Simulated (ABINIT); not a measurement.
# TePb: equation of state with rPW86PBE

TePb:

```
Pb Te
1.0
     0.00000    3.23100    3.23100
     3.23100    0.00000    3.23100
     3.23100    3.23100    0.00000
Pb Te
1 1
Direct
  0.00000 0.00000 0.00000
  0.50000 0.50000 0.50000
```

```
Program             : ABINIT 10.8.3 (patched build)
Task                : equation of state
Functional          : rPW86PBE
Potentials or basis : JTH PAW PBE v2.0 sp
Cutoff              : 408 eV
k mesh              : 7 × 7 × 7
Occupations         : fermi-dirac, width 0.05 eV
Spin                : no spin polarisation
```

The equilibrium volume is 37.65 Å³/atom (rough: see the caveat) and the bulk modulus is 36 GPa (rough).

Energy against volume, from the lowest point:
```tsv
volume (Å³/atom)	energy (meV/atom)
31.706	131.47
32.380	96.52
33.055	67.51
33.730	43.85
34.404	25.02
35.079	10.54
35.753	0.00
```

Run time: 77 s on 1 thread of Arm Neoverse V1, with other jobs on the host, peak memory 0.14 GiB.

Caveat: pressures at fixed basis lie under the slope of the energies; the minimum lies outside the volumes run; the PAW data sets were made with another functional, which shifts forces and pressure a little; this set keeps more shells in the core, which shifts pressures and gaps. The run has no spin-orbit coupling, so splittings on Pb, Te are missing.
